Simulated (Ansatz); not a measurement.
# Thickness series of a Pt/AlN/Re junction, part 3 of 6

Wanted: T(E), the conductance and its decay constant for Pt/AlN/Re. The lower electrode is Pt fcc(111), the upper one Re hcp(0001); the barrier is AlN rock salt(111) (Al and Al faces). In the first transport cell, after relaxation, the nearest pair of electrode and barrier is Pt–Al at 2.55 Å, at a slant, at the lower face and Re–Al at 2.73 Å, at a slant, at the upper one. All share a net of side 2.807 Å, which strains the lower electrode by +0.0 %, the upper one by +1.3 % and the barrier by -2.5 %, against typed lattice constants near PBE's. The first steps treat the bulk electrodes alone.

Ansatz 0.2.0; PBE DFT, plane waves, PAW files (the session's first sound run).

So far. Step 4 (Relaxing the interfaces): The largest force component on a free atom ends at 0.012 eV/Å. At one or more of this run's solves the program warned of density in the dipole ramp over its bound, where dipole, forces and levels can be off.

### Step 5. T(E) of the junction

This step: PBE DFT, plane waves, PAW files; ballistic transmission by layer matching between semi-infinite leads (Ansatz 0.2.0).

System of this step: Pt/AlN/Re. The cell holds 28 atoms: 8 Pt, 5 Al, 4 N and 11 Re. Its edges and angles: a = 2.807 Å, b = 2.807 Å, c = 65.980 Å, α = 90.0°, β = 90.0°, γ = 120.0°. Regions: left electrode, 8 atoms (8 Pt); barrier, 9 atoms (5 Al and 4 N); right electrode, 11 atoms (11 Re). Vacuum lies along c.

The relaxed core is set between ideal electrode layers (this cell holds 9 atomic planes between the electrodes; where that differs from the relaxed slab, whole periods were copied in or cut out without a new relaxation), which the solver continues as semi-infinite leads. A wide energy window on a coarse mesh (18×18) shows where the Fermi level lies against the barrier's bands; the projected density of states shows how far the metals' states reach in.

Contents of input.yaml:

```yaml
crystal:
  lattice:
    - [2.807, 0.0, 0.0]
    - [-1.4035, 2.4309333084, 0.0]
    - [0.0, 0.0, 65.9795928113]
  atoms:
    - { symbol: Pt, position: [0.66666667, 0.33333333, 0.1060934101] }
    - { symbol: Pt, position: [0.0, 0.0, 0.1408668536] }
    - { symbol: Pt, position: [0.33333333, 0.66666667, 0.175640297] }
    - { symbol: Pt, position: [0.66666667, 0.33333333, 0.2104137404] }
    - { symbol: Pt, position: [0.0, 0.0, 0.2451871839] }
    - { symbol: Pt, position: [0.33333333, 0.66666667, 0.2799606273] }
    - { symbol: Pt, position: [0.66666667, 0.33333333, 0.3147340708] }
    - { symbol: Pt, position: [0.0, 0.0, 0.3513400719] }
    - { symbol: Al, position: [0.33333333, 0.66666667, 0.3810861321] }
    - { symbol: "N", position: [0.66666667, 0.33333333, 0.3988218979] }
    - { symbol: Al, position: [0.0, 0.0, 0.4170733116] }
    - { symbol: "N", position: [0.33333333, 0.66666667, 0.4345284051] }
    - { symbol: Al, position: [0.66666667, 0.33333333, 0.4528465054] }
    - { symbol: "N", position: [0.0, 0.0, 0.470283813] }
    - { symbol: Al, position: [0.33333333, 0.66666667, 0.4886261384] }
    - { symbol: "N", position: [0.66666667, 0.33333333, 0.5060150269] }
    - { symbol: Al, position: [0.0, 0.0, 0.5247162745] }
    - { symbol: Re, position: [0.33333333, 0.66666667, 0.5580913458] }
    - { symbol: Re, position: [0.66666667, 0.33333333, 0.5906014207] }
    - { symbol: Re, position: [0.33333333, 0.66666667, 0.624301995] }
    - { symbol: Re, position: [0.66666667, 0.33333333, 0.6580025694] }
    - { symbol: Re, position: [0.33333333, 0.66666667, 0.6917031438] }
    - { symbol: Re, position: [0.66666667, 0.33333333, 0.7254037181] }
    - { symbol: Re, position: [0.33333333, 0.66666667, 0.7591042925] }
    - { symbol: Re, position: [0.66666667, 0.33333333, 0.7928048668] }
    - { symbol: Re, position: [0.33333333, 0.66666667, 0.8265054412] }
    - { symbol: Re, position: [0.66666667, 0.33333333, 0.8602060155] }
    - { symbol: Re, position: [0.33333333, 0.66666667, 0.8939065899] }
kpoints:
  mp_grid: { grid: [12, 12, 1] }
scf:
  occupations: { method: fermi_dirac, width: 0.1 }
  max_iter: 150
hamiltonian:
  xc: pbe
output:
  transmission:
    kmesh: [18, 18]
    e_range: [-2.5, 2.5]
    de: 0.1
    leads: [[3, 4], [22, 24]]
  dos: { projected: true, e_range: [-6, 5], de: 0.05 }
  write_potential: true
  write_density: true
  volumetric_format: npy
  elf: true
```

On the command line:

```bash
ansatz run input.yaml --threads 4 --pin off --max-ram 10240MiB --backend cpu --events-out ev --progress --plain --runs-dir out
```

Numbers of over 12 decimals in the logs are rounded to 6 here.

The program printed:

```text
[...]
Crystal: 28 atoms, lattice volume = 450.220 Å³
Basis set: ecut = 420 eV, 8873 PW (Γ)
Bands: 207, of which v1, the nominal top of the filled ones, is band 172 counted from 1 (171 counted from 0)
Symmetry: 6 space group operations
[...]
k-points: 19 of 144 (time reversal used)
[...]
SCF iter   1: F=—  HF=-223965.284266 eV  |F-HF|=—  |Δ(HF+E_count)|=         —  Δρ=1.79e-2  dr2=1.16e2  ethr=1.77e-3  ⟨swp⟩=8.0  Hψ=16722  notcnv=0  defer=78
[...]
SCF iter  11: F=-223964.960282 eV  HF=-223964.960282 eV  |F-HF|=6.01e-8  |Δ(HF+E_count)|=   1.39e-8  Δρ=1.82e-6  dr2=6.59e-8  ethr=2.91e-11  ⟨swp⟩=14.6  Hψ=13035  notcnv=0
SCF 1 converged in 11 iterations: F = -223964.960282 eV  dr2 = 6.59e-8
[...]
transmission: 237 of 2368 steps passed
transmission: 474 of 2368 steps passed
[...]
transmission: 2368 of 2368 steps passed
WARN: The output density's exchange-correlation potential varies sharply where the density is thin. Do not read a vacuum level from v_tot or v_xc, or from such a field of the output density. On a cell that repeats whose density bears no net charge and no dipole along the vacuum's axis use v_es (v_loc + v_h of the components); under efield.dipole_correction with no amplitude use v_es + v_field, which holds any externa [...]
SCF converged after 11 iterations
Free energy (F): -223964.960282 eV
[...]
Internal energy: -223964.205281 eV  (E = F + TS)
E sigma→0 (E₀):  -223964.582781 eV
Entropy (-TS):   -0.755000 eV (-26.964 meV/atom)
Fermi energy:    16.016034 eV
[...]
--- Band table (eV; the first three rows and the last of 19) ---
  k-point 0: bands = [... 168 lower, 14.9391, 14.9997, 15.0059, 15.0059, 15.1735, 15.1735, 15.2980, 15.2980, ... 31 higher]
  k-point 1: bands = [... 168 lower, 15.0051, 15.0071, 15.0107, 15.1212, 15.2033, 15.2827, 15.3364, 15.3564, ... 31 higher]
  k-point 2: bands = [... 168 lower, 15.1486, 15.1867, 15.2100, 15.2630, 15.3809, 15.4093, 15.4543, 15.4578, ... 31 higher]
  k-point 18: bands = [... 168 lower, 15.9545, 16.0179, 16.0588, 16.1757, 16.5563, 17.1381, 17.3559, 17.8512, ... 31 higher]
--- Transmission ---
  basis      : 61 plane waves across, 64 finite elements along
  points     : 37, standing for a mesh of 18 x 18
  energies   : 51 from -2.500000 to 2.500000 eV about the Fermi level, 0.100000 eV apart; the leads are filled to 0.000000 eV, and channels, transmission and decay are at 0.000000 eV
  crystal 0  : Pt1, at the sites [3, 4], period 2.2943 Å, over 16.06 Å; its Hamiltonian steps by up to 11.0 meV
    offset         : up to 0.0000 Å between an atom of the period and one for which it stands
    channels       : 1.793210e0 a spin
    conductance    : none, the energies end too early or step too widely for 300 K: set another output.transmission.e_range or a lower de, or, where they end at an eighth of basis.ecutwfc, a higher one
    slowest decay  : 0.1773 /Å at (0.3333, 0.3333)
  crystal 1  : Re2, at the sites [22, 24], period 4.4471 Å, over 22.24 Å; its Hamiltonian steps by up to 2.8 meV
[...]
channels       : 1.320988e0 a spin
[...]
slowest decay  : 0.0555 /Å at (0.1111, 0.0556)
  junction   : crystal 0 to crystal 1, 14.33 to 45.22 Å
    transmission   : 9.015269e-4 a spin
[...]
```

Elapsed: 3.1 min, on 4 threads of Arm Neoverse V1, shared host; peak memory 3.2 GiB.

The column dr2 measures how far the density is from self-consistency, as an energy; F and HF (Harris–Foulkes) agree once it is small.

This step gave:

| Quantity | Value |
| --- | --- |
| free energy | -223964.9603 eV |
| Fermi energy | 16.02 eV |
| level to which the leads are filled | 0 eV from the Fermi level |
| transmission at the Fermi level (a spin, zone mean) | 9.02e-4 |
| channels of the lower lead | 1.793 |
| channels of the upper lead | 1.321 |
| potential step in the lower lead | 11 meV |
| potential step in the upper lead | 2.8 meV |

One spin. Transmission, zone mean against energy, zero at the Fermi level:

```csv
energy (eV),"transmission, zone mean"
-2.50,0.0398
-2.30,0.0342
-2.20,0.0427
-2.00,0.0292
-1.80,0.0251
-1.70,0.0353
-1.60,0.00746
-1.50,0.00533
-1.30,0.00244
-1.10,0.00247
-1.00,0.00532
-0.90,0.00279
-0.80,0.00102
-0.60,6.0e-4
-0.40,5.5e-4
-0.30,0.00319
-0.10,0.00120
0.00,9.0e-4
0.10,5.0e-4
0.30,6.5e-4
0.40,6.6e-4
0.60,3.6e-4
0.80,3.9e-4
0.90,5.1e-4
1.10,1.9e-4
1.30,1.2e-4
1.50,1.1e-4
1.60,7.4e-5
1.80,7.1e-5
2.00,6.4e-5
2.20,8.6e-5
2.30,8.5e-5
2.50,1.6e-4
```

One spin. Table of open channels, zone mean by energy, zero at the Fermi level:

```csv
energy (eV),lower lead,upper lead
-2.50,1.51,0.657
-2.40,1.51,0.657
-2.20,1.73,1.19
-2.10,1.83,1.40
-2.00,1.86,1.47
-1.80,1.85,1.43
-1.70,1.77,1.36
-1.60,1.64,1.40
-1.40,1.57,1.37
-1.30,1.59,1.47
-1.10,1.63,1.56
-1.00,1.80,1.51
-0.90,1.65,1.51
-0.70,1.48,1.77
-0.60,1.69,1.45
-0.50,1.80,1.54
-0.30,1.93,1.51
-0.20,2.08,1.35
-0.10,1.91,1.36
0.00,1.79,1.32
0.10,1.40,1.27
0.20,1.14,1.34
0.30,1.01,1.36
0.50,0.583,1.14
0.60,0.620,1.30
0.70,0.657,1.21
0.90,0.769,1.26
1.00,0.713,1.21
1.10,0.713,1.13
1.30,0.75,1.11
1.40,0.731,1.10
1.60,0.769,1.21
1.70,0.769,1.15
1.80,0.806,1.15
2.00,0.815,1.10
2.10,0.833,1.10
2.20,0.833,1.34
2.40,0.796,1.19
2.50,0.833,1.32
```

Transmission over k1 and k2. At 0.0000 eV from the Fermi level; zeros and values more than six decades under the largest are shown at that floor.

log10 of the mean of each cell. Values, 12 rows by 16 columns:
```
-3.1 -2.6 -2.5 -2.5 -4.5 -4.4 -3.9 -2.3 -2.5 -3.2 -3.5 -3.8 -3.8 -3.7 -3.8 -3.6
-3.4 -2.5 -2.0 -2.6 -4.6 -5.0 -5.0 -2.3 -2.6 -2.1 -3.5 -3.8 -3.7 -3.8 -3.7 -3.8
-3.9 -4.4 -4.6 -4.6 -5.8 -5.0 -5.1 -4.9 -5.3 -4.5 -4.7 -4.2 -3.9 -3.7 -3.7 -3.8
-3.8 -4.4 -4.8 -5.3 -4.9 -3.7 -4.2 -5.0 -3.6 -4.7 -5.1 -4.8 -4.3 -3.8 -3.8 -3.8
-3.2 -2.8 -2.5 -4.8 -5.0 -5.4 -4.9 -3.3 -3.4 -4.9 -5.2 -4.9 -4.8 -2.5 -2.7 -3.4
-3.0 -2.4 -2.3 -4.9 -5.2 -3.8 -4.2 -2.9 -3.3 -3.1 -4.1 -3.8 -4.9 -2.5 -2.4 -2.6
-3.3 -3.2 -2.4 -2.2 -4.7 -4.8 -5.2 -4.6 -3.0 -3.1 -4.7 -5.0 -4.9 -4.5 -2.1 -2.7
-3.5 -3.6 -3.6 -3.9 -4.5 -5.1 -5.3 -4.7 -3.7 -4.9 -4.1 -3.8 -4.9 -5.3 -4.8 -4.0
-3.9 -3.8 -3.7 -3.8 -4.0 -4.4 -4.8 -4.7 -5.6 -4.7 -5.0 -4.9 -5.8 -4.7 -4.7 -4.5
-3.8 -3.7 -3.7 -3.8 -3.7 -3.8 -3.8 -2.0 -5.3 -4.5 -5.2 -5.3 -4.6 -4.6 -2.1 -2.9
-3.3 -3.7 -3.8 -3.6 -3.7 -3.9 -3.4 -3.0 -2.3 -2.1 -4.2 -4.5 -4.6 -2.2 -2.3 -2.6
-3.1 -3.4 -3.4 -3.8 -3.8 -3.8 -3.3 -3.4 -2.8 -3.1 -3.4 -3.9 -4.0 -3.7 -3.1 -2.9
```
Columns: k1 (b1) from -0.5 to 0.444; rows upwards: k2 (b2) from -0.5 to 0.444.

Open channels of the lower lead over k1 and k2. At 0.0000 eV from the Fermi level.

Ten even steps from '0' (0.00) to '9' (3.00):
```
693399933963339333
639999999936363363
639663336693633033
699666336669969339
699366333663996363
699333633633399633
639333363633339363
639663336633366936
399666666666666699
663966333663336693
636393333636333393
633699333633633399
636369936633366399
693396996663366699
633033639663336693
636336363999999993
633393336933999339
366666666366666666
```
Columns: k1 (b1) from -0.5 to 0.444; rows upwards: k2 (b2) from -0.5 to 0.444.

Open channels of the upper lead over k1 and k2. At 0.0000 eV from the Fermi level.

Values, 12 rows by 16 columns, each cell a mean:
```
2.41 3.00 2.33 1.00 1.00 1.00 1.00 2.19 3.00 2.85 1.89 1.00 1.00 1.00 1.00 2.19
1.07 1.67 1.44 1.00 1.00 1.00 1.00 1.00 1.67 1.52 1.00 1.00 1.00 1.44 1.15 1.00
1.00 1.00 1.00 1.00 1.00 1.22 1.07 1.30 1.00 1.00 1.00 1.00 1.00 1.00 1.00 1.00
1.00 1.00 1.00 1.00 1.37 1.44 0.56 0.63 1.07 1.52 1.00 1.00 1.00 1.00 1.00 1.00
1.67 1.52 1.00 1.00 1.19 0.44 0.78 1.59 1.52 0.41 0.89 1.19 1.00 1.00 1.52 2.85
3.00 2.85 1.89 1.00 1.19 0.89 0.93 2.78 1.74 1.96 0.89 1.19 1.00 1.00 2.56 3.00
2.41 2.85 1.89 1.00 1.00 1.44 0.63 0.63 2.33 2.04 0.67 0.74 1.30 1.00 1.00 2.19
1.07 1.52 1.00 1.00 1.00 1.00 1.00 1.30 0.93 0.33 0.44 1.11 1.30 1.00 1.00 1.00
1.00 1.00 1.00 1.00 1.00 1.00 1.00 1.00 1.07 1.52 1.22 1.37 1.00 1.00 1.00 1.00
1.00 1.00 1.22 1.37 1.00 1.00 1.00 1.00 1.00 1.00 1.00 1.00 1.00 1.00 1.00 1.00
1.67 1.52 1.00 1.00 1.00 1.00 1.52 2.85 2.85 1.52 1.00 1.00 1.00 1.00 2.56 3.00
3.00 2.56 1.00 1.00 1.00 1.00 1.52 2.85 3.00 2.56 1.00 1.00 1.00 1.00 1.52 2.85
```
Columns: k1 (b1) from -0.5 to 0.444; rows upwards: k2 (b2) from -0.5 to 0.444.

Projected DOS an atom over height of the atomic layer and energy from the Fermi level. Layers: Pt Pt Pt Pt Pt Pt Pt Pt Al N Al N Al N Al N Al Re Re Re Re Re Re Re Re Re Re Re; projections on atoms miss part of the total, and the computed bands can run out at the top of the range; a column is the mean of 2 neighbouring layers, the last of those left over.

Ten even steps from '0' (0.00 states/eV) to '9' (2.22 states/eV), each cell a mean:
```
00001000111111
00000000233321
00000000266664
00000000255554
00000000133344
10000000122323
11110000122224
10010000122223
11110000122223
54420000133333
97850000344444
75540000366656
75540000365568
67660001355655
65561111244455
85572222333332
99982222245555
67782222244444
57672221233333
44562211244444
65551111244443
46661111133332
```
Columns: height of the atomic layer (Å) from 8.15 to 57.9 (not evenly spaced); rows upwards: energy from the Fermi level (eV) from -6 to 5.

ELF in the ca plane at fractional y = 0.333, with atoms of Pt and N and Al and Re within 0.2 Å of it. It is the smooth field of the valence electrons, not physical close to the nuclei.

Ten even steps from '0' (0.01) to '9' (0.81), each cell a mean:
```
33222233223466642223334434799984235552035543
22211222223688753223222224895896111210001211
22211222223688853223222114871596101100000100
22211222223578753223223224897896112320002321
33222333323456532233334433799984246663146654
44333344322233322234445652355542489874258997
54333345432233322245545752122211599984258999
44333344322233332234435652466642388874258887
```
Columns run along c (16.0 Å, from fractional 0.24 to 0.49 of the cell), rows up along a (2.8 Å). Atoms in or near the plane, at fractional coordinates: Pt at (0.31, 0.67), N at (0.40, 0.67), Al at (0.45, 0.67).

Valence density in the ca plane at fractional y = 0.333, with atoms of Pt and N and Al and Re within 0.2 Å of it. It is the smooth field of the valence electrons, not physical close to the nuclei.

Ten steps, logarithmic in the rise over the least value, from '0' (0 e/Å³) to '9' (11 e/Å³), each cell a mean:
```
33222233322577642223332112345532122221122222
22111122223799863222221112467652111110001111
22111122224799973212211112467753111110001111
22211222223689863222221112467642111210011211
43222333322467642233432212345432122321122322
55322455422234321245543221222221233332223333
65433456432222221245643221122211234432223443
55322355422234322235543221223321233332223332
```
Columns run along c (16.0 Å, from fractional 0.24 to 0.49 of the cell), rows up along a (2.8 Å). Atoms in or near the plane, at fractional coordinates: Pt at (0.31, 0.67), N at (0.40, 0.67), Al at (0.45, 0.67).

Electrostatic potential energy in the ca plane at fractional y = 0.333, with atoms of Pt and N and Al and Re within 0.2 Å of it. With pseudopotentials it is smooth inside the atoms' cores, unlike the true potential.

Values in eV, 5 rows by 16 columns, each cell a mean:
```
 13  17  13  15 -25 -12  16  13  15  11  -7  12  14   2   3  14
 18  18  18  14 -40 -27  17  17  17   7 -39  12  14   4   4  15
 13  17  13  15 -25 -12  16  13  15  11  -7  12  14   2   3  14
 -3  14  -4  13  12  14  11  -3  10   5  13   4  11  12  12  11
 -3  14  -4  13  12  14  11  -3  10   5  13   4  11  12  12  11
```
Columns run along c (16.0 Å, from fractional 0.24 to 0.49 of the cell; values clipped at the 3rd and 97th percentile), rows up along a (2.8 Å). Atoms in or near the plane, at fractional coordinates: Pt at (0.31, 0.67), N at (0.40, 0.67), Al at (0.45, 0.67).

At the Fermi level the transmission is 9.0e-4, as a zone mean for one spin on this coarse mesh. At the Fermi level the layers of this cell's barrier hold from 0.0024 to 0.32 states an eV and atom. In the worse lead the potential repeats within 11 meV, which the program lets pass.

(Part 3 of 6 ends here.)

[Logs are printed without paths, hosts, clocks, repeated set-up lines and the standing remarks that a program may print on its own settings, such as how far it seeks lower states.]

[Hosts, paths, dates, database ids (printed as entryN), source tags and the programs' standing remarks are cut or masked in the printed files.]
